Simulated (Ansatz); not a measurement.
## CdO (Monteponite): equation of state with revPBE

The system is CdO (Monteponite).

```
CELL_PARAMETERS angstrom
0.00000 2.34950 2.34950
2.34950 0.00000 2.34950
2.34950 2.34950 0.00000
ATOMIC_POSITIONS crystal
Cd 0.00000 0.00000 0.00000
O 0.50000 0.50000 0.50000
```

```json
{"Program": "Ansatz 0.2.0", "Task": "equation of state", "Functional": "revPBE", "Potentials or basis": "Ansatz PAW", "Cutoff": "420 eV", "Density cutoff": "1680 eV", "k mesh": "10 × 10 × 10", "Occupations": "fermi-dirac, width 0.05 eV", "Spin": "no spin polarisation"}
```

```json
{
  "Equilibrium volume": "13.89 Å³/atom (rough: see the caveat)",
  "Bulk modulus": "116 GPa (rough)"
}
```

Energy against volume, from the lowest point:
| volume (Å³/atom) | energy (meV/atom) |
| --- | --- |
| 12.191 | 96.12 |
| 12.451 | 66.18 |
| 12.710 | 42.60 |
| 12.970 | 24.75 |
| 13.229 | 12.07 |
| 13.488 | 3.94 |
| 13.748 | 0.00 |

All runs of the series together: 6.2 s on 2 threads of Arm Neoverse V1, with other jobs on the host.

Caveat: the potentials were made for another functional, which shifts forces and pressure; the minimum lies outside the volumes run.
